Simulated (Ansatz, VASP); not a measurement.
# MoS2 in two plane-wave programs, part 2 of 2

Wanted: the spread between two codes on one cell, functional and k mesh. The cell is taken from a series of runs on this material, whose earlier steps may have relaxed, scaled, displaced or heated it; both programs get it as it stands. Other levels of theory on this material are compared in a session of their own.

VASP 6.6.1 and Ansatz 0.2.0.

So far: Starting point; VASP: single point, PBEsol, spin-orbit coupling.

## 3. Ansatz: single point, PBEsol, spin-orbit coupling

Level of this step: Ansatz beside VASP: Kohn-Sham DFT, plane waves, PBEsol, spin-orbit coupling (Ansatz).

Ansatz runs on its fully relativistic PAW (standard-fr) files.

The same cell, functional and mesh now go to Ansatz, which takes its cutoff from its data sets.

Contents of input.yaml:

```yaml
crystal:
  lattice:
    - [3.1169016631, 0.0, 0.0]
    - [-1.5584508316, 2.6993160213, 0.0]
    - [0.0, 0.0, 29.5]
  atoms:
    - { symbol: S, position: [0.75, 0.25, 0.4469784991] }
    - { symbol: Mo, position: [0.0833333333, 0.9166666667, 0.499998919] }
    - { symbol: S, position: [0.75, 0.25, 0.5530215009] }
  periodic: [true, true, false]
kpoints:
  mp_grid: { grid: [9, 9, 1] }
  band_path:
    path: [[0.0, 0.0, 0.0], [0.5, 0.0, 0.0], [0.3333333333, 0.3333333333, 0.0]]
    npoints: 1
hamiltonian:
  xc: pbesol
scf:
  occupations: { method: fixed }
  n_extra_bands: 10
magnetization:
  noncollinear: true
  spin_orbit: true
output:
  eigenvalues: true
  forces: true
  stress: true
  write_density: true
  write_potential: true
  elf: true
  volumetric_format: npy
```

The run is started by

```bash
$ ansatz run input.yaml --threads 3 --pin off --max-ram 92160MiB --backend cuda --events-out ev --progress --plain --runs-dir out --devices 1 --max-vram 13GiB
```

Numbers of over 12 decimals in the logs are rounded to 6 here.

Log:

```text
Warning: the atoms were moved onto the symmetric positions of the space group found under crystal.symmetry.tolerance 1.0e-5 (fractional; no operation is sought that the atoms, as they stand in a round, miss by more than twice it, and no atom is moved by as much as it), and the run uses the moved positions. Before a round's move an operation carried an atom to 4.25e-5 Å from where it should land, the largest such dist [...]
scf.n_extra_bands = 10 over 26 filled bands (N_el = 26.0): the run solves 36 bands
GPUs: using 1 of 1 available (devices: 1).
Engine: ansatz 0.2.0, x86_64-unknown-linux-gnu
Pseudopotentials: kind: paw_fr
Pseudopotential: S, paw_fr, valence charge 6, recommended cutoff 420 eV (normal), S.paw.azcp#standard-fr
Pseudopotential: Mo, paw_fr, valence charge 14, recommended cutoff 420 eV (normal), Mo.paw.azcp#standard-fr
Functional definition: PBEsol
  exchange = pbesol_x
  correlation = pbesol_c
non-collinear run that drives no moment, with spin-orbit: no starting moment large enough to seed its density (crystal.atoms[].spin), no starting occupations that ask for one, no magnetisation constraint and no magnetic field, so the semilocal B_xc is pinned to zero
device memory: the entry about to start is reckoned to put 6.2 GiB on a device that reports 41.6 GiB free (of which the cap on the GPU budget leaves the run 13.0 GiB)
GPU FFT provider: cuFFT
GPU libraries: cuBLAS 13.8.2, cuFFT 12.4.0, cuSOLVER 12.3.4
Crystal: 3 atoms, lattice volume = 248.198 Å³
Basis set: ecut = 420 eV, 4803 PW (Γ), exchange–correlation on 48×48×400 points (8 copies of the dense FFT grid, shifted against one another)
Bands: 36, of which v1, the nominal top of the filled ones, is band 26 counted from 1 (25 counted from 0)
Symmetry: 12 space group operations + 12 with time reversal
Magnetic group: BNS 187.210 (UNI 1440), of the structure as read, at distance tolerance 6.3e-5 Å
k-points: 12 of 81 (time reversal used)
Projection manifold: j_resolved (fully-relativistic pseudo-atomic orbitals)
Non-local potential: S, projectors of the file, l = 0: 2, l = 1: 4, l = 2: 4
Non-local potential: Mo, projectors of the file, l = 0: 3, l = 1: 4, l = 2: 4, l = 3: 2
PAW form: soft (Blöchl's): semilocal exchange-correlation on the pseudo side does not see the compensation charge
PAW frozen core: S, regenerated for the run's functional, and the local potential with it (the file was generated under x = pbe(κ = 0.804, μ = 0.219515), c = pbe(β = 0.066725))
PAW frozen core: Mo, regenerated for the run's functional, and the local potential with it (the file was generated under x = pbe(κ = 0.804, μ = 0.219515), c = pbe(β = 0.066725))
PAW one-centre angular grid: S, 110 points (default); XC on 64 Gauss nodes
PAW one-centre angular grid: Mo, 590 points (default); XC on 64 Gauss nodes
Initial density: superposition of atomic densities (neutral atoms: chi_scale 0, normalization atom)
Initial wavefunctions: pseudopotential atomic-orbital guess
GPU buffer pool allocated for 115200 grid points (all kernels)
GPU transforms: local potential and band sums: pruned to the plane-wave sphere, on 24×24×200
Functional: x = pbesol(κ = 0.804, μ = 0.123457), c = pbesol(β = 0.046)
SCF iter   1: F=—  HF=-6672.681380 eV  |F-HF|=—  |Δ(HF+E_count)|=         —  Δρ=3.96e-2  dr2=5.51e0  dr2_m=0.00e0 (ungated)  ethr=3.10e-3  |M|=0.00e0 ∫|m|=0.00e0 μB  |m|>n=0.0e0 m-floor=0.0e0 τ_xc=0.0e0  β_m=0.30  ⟨swp⟩=7.8  Hψ=2753  notcnv=0  defer=60
preconditioner: auto → none  [insulator: Δε(μ)=1.842 eV  Ē_g=9.922 eV  n_scr=16 (ndim 8)  ℏωp=10.0 eV  f_vac=0.756  ε∞_Penn≈2.0]
SCF iter   2: F=—  HF=-6671.746636 eV  |F-HF|=—  |Δ(HF+E_count)|=   9.35e-1  Δρ=1.82e-2  dr2=2.70e0  dr2_m=0.00e0 (ungated)  ethr=3.10e-3  |M|=0.00e0 ∫|m|=0.00e0 μB  |m|>n=0.0e0 m-floor=0.0e0 τ_xc=0.0e0  β_m=0.27  ⟨swp⟩=5.3  Hψ=1345  notcnv=0  defer=68
SCF iter   3: F=—  HF=-6671.384494 eV  |F-HF|=—  |Δ(HF+E_count)|=   3.62e-1  Δρ=1.34e-2  dr2=4.21e-1  dr2_m=0.00e0 (ungated)  ethr=3.10e-3  |M|=0.00e0 ∫|m|=0.00e0 μB  |m|>n=0.0e0 m-floor=0.0e0 τ_xc=0.0e0  β_m=0.29  ⟨swp⟩=4.6  Hψ=1051  notcnv=0  defer=69
SCF iter   4: F=—  HF=-6671.301821 eV  |F-HF|=—  |Δ(HF+E_count)|=   8.27e-2  Δρ=6.16e-3  dr2=5.07e-2  dr2_m=0.00e0 (ungated)  ethr=1.62e-3  |M|=0.00e0 ∫|m|=0.00e0 μB  |m|>n=0.0e0 m-floor=0.0e0 τ_xc=0.0e0  β_m=0.46  ⟨swp⟩=2.8  Hψ=667  notcnv=0  defer=69
SCF iter   5: F=—  HF=-6671.291592 eV  |F-HF|=—  |Δ(HF+E_count)|=   1.02e-2  Δρ=1.34e-3  dr2=1.75e-3  dr2_m=0.00e0 (ungated)  ethr=1.95e-4  |M|=0.00e0 ∫|m|=0.00e0 μB  |m|>n=0.0e0 m-floor=0.0e0 τ_xc=0.0e0  β_m=0.47  ⟨swp⟩=3.2  Hψ=825  notcnv=0  defer=71
SCF iter   6: F=—  HF=-6671.291822 eV  |F-HF|=—  |Δ(HF+E_count)|=   2.30e-4  Δρ=3.85e-4  dr2=1.89e-4  dr2_m=0.00e0 (ungated)  ethr=6.72e-6  |M|=0.00e0 ∫|m|=0.00e0 μB  |m|>n=0.0e0 m-floor=0.0e0 τ_xc=0.0e0  β_m=0.74  ⟨swp⟩=3.0  Hψ=928  notcnv=0  defer=72
SCF iter   7: F=—  HF=-6671.291975 eV  |F-HF|=—  |Δ(HF+E_count)|=   1.53e-4  Δρ=5.08e-4  dr2=5.31e-4  dr2_m=0.00e0 (ungated)  ethr=7.29e-7  |M|=0.00e0 ∫|m|=0.00e0 μB  |m|>n=0.0e0 m-floor=0.0e0 τ_xc=0.0e0  β_m=0.54  ⟨swp⟩=3.2  Hψ=976  notcnv=0  defer=72  recentre
SCF iter   8: F=—  HF=-6671.291745 eV  |F-HF|=—  |Δ(HF+E_count)|=   2.31e-4  Δρ=6.13e-5  dr2=4.37e-6  dr2_m=0.00e0 (ungated)  ethr=7.29e-7  |M|=0.00e0 ∫|m|=0.00e0 μB  |m|>n=0.0e0 m-floor=0.0e0 τ_xc=0.0e0  β_m=0.70  ⟨swp⟩=2.6  Hψ=875  notcnv=0  defer=72
SCF iter   9: F=—  HF=-6671.291748 eV  |F-HF|=—  |Δ(HF+E_count)|=   3.10e-6  Δρ=1.64e-5  dr2=3.57e-7  dr2_m=0.00e0 (ungated)  ethr=1.68e-8  |M|=0.00e0 ∫|m|=0.00e0 μB  |m|>n=0.0e0 m-floor=0.0e0 τ_xc=0.0e0  β_m=0.72  ⟨swp⟩=3.5  Hψ=913  notcnv=0  defer=70
SCF iter  10: F=-6671.291748 eV  HF=-6671.291748 eV  |F-HF|=6.14e-9  |Δ(HF+E_count)|=   4.26e-8  Δρ=2.79e-6  dr2=6.64e-9  dr2_m=0.00e0 (ungated)  ethr=3.85e-10  |M|=0.00e0 ∫|m|=0.00e0 μB  |m|>n=0.0e0 m-floor=0.0e0 τ_xc=0.0e0  ⟨swp⟩=42.1  Hψ=6777  notcnv=0
SCF 1 converged in 10 iterations: F = -6671.291748 eV  dr2 = 6.64e-9
  greatest PAW one-centre occupation: 0.999 electrons in one spin orbital (limit 2), on the Mo atom at site 1 (counted from 0), in its partial waves of l = 0
device memory: the entry about to start is reckoned to put 3.8 GiB on a device that reports 45.9 GiB free (of which the cap on the GPU budget leaves the run 13.0 GiB)
NSCF: frozen V_eff on 3 k-points
WARN: The input density's exchange-correlation potential varies sharply where the density is thin. Do not read a vacuum level from v_tot or v_xc, or from such a field of the output density. On a cell that repeats whose density bears no net charge and no dipole along the vacuum's axis use v_es (v_loc + v_h of the components); under efield.dipole_correction with no amplitude use v_es + v_field, which holds any external [...]
SCF converged after 10 iterations
Magnetization: |M| = 0.0000 μB,  M = (+0.0000, +0.0000, +0.0000) μB
Absolute magnetization: 0.0000 μB (∫|m|)
  site 0: m = (+0.0000, +0.0000, +0.0000) μB, |m| = 0.0000 μB  (R = 0.98 Å)
  site 1: m = (+0.0000, +0.0000, +0.0000) μB, |m| = 0.0000 μB  (R = 0.98 Å)
  site 2: m = (+0.0000, +0.0000, +0.0000) μB, |m| = 0.0000 μB  (R = 0.98 Å)
Free energy (F): -6671.291748 eV
Harris-Foulkes:  -6671.291748 eV  (|F-HF|=6.14e-9)
Internal energy: -6671.291748 eV  (E = F + TS)
E sigma→0 (E₀):  -6671.291748 eV
Fermi energy:    -5.863242 eV
--- Per-component energies (eV) ---
  E_band       = -576.707869
  E_kinetic    = 657.610288
  E_local      = -45016.143151  (includes V_loc(G=0)·N_el)
  E_nonlocal   = 201.090359
  E_hartree    = 22070.254090
  E_xc         = -376.052896
  E_vxc        = -405.042716  (∫ρ·V_xc dr)
  E_paw        = -4312.921183  (= ΣΔE_a)
  E_vpaw       = -154.730673  (= ΣTr[D̂ρ^β])
  E_aug_tail   = 0.000034  (compensation charges beyond the density's cutoff)
  E_ewald      = 20104.536261
  E_core_change = 0.334450  (= ΣΔE_core)
  E_smearing   = -0.000000  (= −TS)
  E_closure    = -0.000000  (closes the sum)
  Σ components = -6671.291748   (vs F -6671.291748, Δ=0.00e0)
--- Forces (eV/Å), atoms counted from 1 ---
  atom   1  S     -0.00000000     0.00000000    -0.05123203
  atom   2  Mo    -0.00000000     0.00000000     0.00000000
  atom   3  S     -0.00000000     0.00000000     0.05123203
  max |Σ_I F_I| component: 5.32e-17 eV/Å
--- 2D stress c σ (N/m, compression-positive) ---
        1.456048       0.000000       0.000000
        0.000000       1.456048       0.000000
        0.000000       0.000000       0.000000
  P = ½ c Tr σ = 1.4560 N/m
--- Band table (eV; the first three rows and the last of 12) ---
  k-point 0: bands = [... 22 lower, -7.3111, -7.3111, -6.0954, -6.0954, -3.0279, -3.0279, -2.9466, -2.9466, ... 6 higher]
  k-point 1: bands = [... 22 lower, -7.0181, -7.0181, -6.1707, -6.1707, -3.2563, -3.2563, -3.1891, -3.1891, ... 6 higher]
  k-point 2: bands = [... 22 lower, -7.1943, -7.1943, -6.6040, -6.6040, -3.7551, -3.7551, -3.3434, -3.3434, ... 6 higher]
  k-point 11: bands = [... 22 lower, -8.1885, -8.1653, -6.0070, -5.8632, -4.0444, -4.0421, -2.9433, -2.9102, ... 6 higher]
```

In the SCF lines HF is the Harris–Foulkes energy and dr2 the Hartree energy of the density residual, in eV; the loop may stop once dr2 is under the threshold and the program's other checks hold. Hψ counts applications of the Hamiltonian.

## 4. Side by side

Known differences besides the potentials themselves: spin-orbit coupling enters by fully relativistic files in Ansatz and inside the spheres in VASP; fixed occupations in Ansatz, narrow Gaussian smearing in VASP; Ansatz cuts the interaction across the vacuum, VASP repeats the sheet with a dipole correction (LDIPOL); the cutoff is 420 eV in Ansatz and 400 eV in VASP; Ansatz makes its cores anew for this functional, VASP keeps those of its PBE data sets. Total energies have different zeros and are not compared.

Compared:

| quantity | Ansatz | VASP | difference |
| --- | --- | --- | --- |
| gap on the k mesh (eV) | 1.819 | 1.824 | -0.005 |

Forces (eV/Å; atoms numbered as in POSCAR):

| atom | Ansatz x, y, z | VASP x, y, z |
| --- | --- | --- |
| S1 | 0.000, 0.000, -0.051 | 0.000, 0.000, -0.056 |
| S2 | 0.000, 0.000, 0.051 | 0.000, 0.000, 0.056 |
| Mo3 | 0.000, 0.000, 0.000 | 0.000, 0.000, 0.000 |

The forces differ by 2.3 meV/Å r.m.s., which is 8.6 % of the r.m.s. force of 0.026 eV/Å (both taken over all components). A gap on the mesh is an upper bound, since the band edges may lie between its points. Where the cell holds vacuum, a pressure given here is an average over it and none of the material.

## 5. What came out

```
difference in gap on the k mesh (single point, PBEsol, spin-orbit coupling) : -0.0053 eV
```

In words: The difference in gap on the k mesh is -0.0053 eV (single point, PBEsol, spin-orbit coupling), within the 0.08 eV picked in this series as the mark of a large difference. 6 further pairs of this series are not shown here. How closely two codes agree says nothing of how well the functional describes the real material.

[Lines on the potential files, build, host, timing and source positions are cut from VASP's logs without a mark.]

[Logs are printed without paths, hosts, clocks, repeated set-up lines and the standing remarks that a program may print on its own settings, such as how far it seeks lower states.]

[Hosts, paths, dates, database ids (printed as entryN), source tags and the programs' standing remarks are cut or masked in the printed files.]
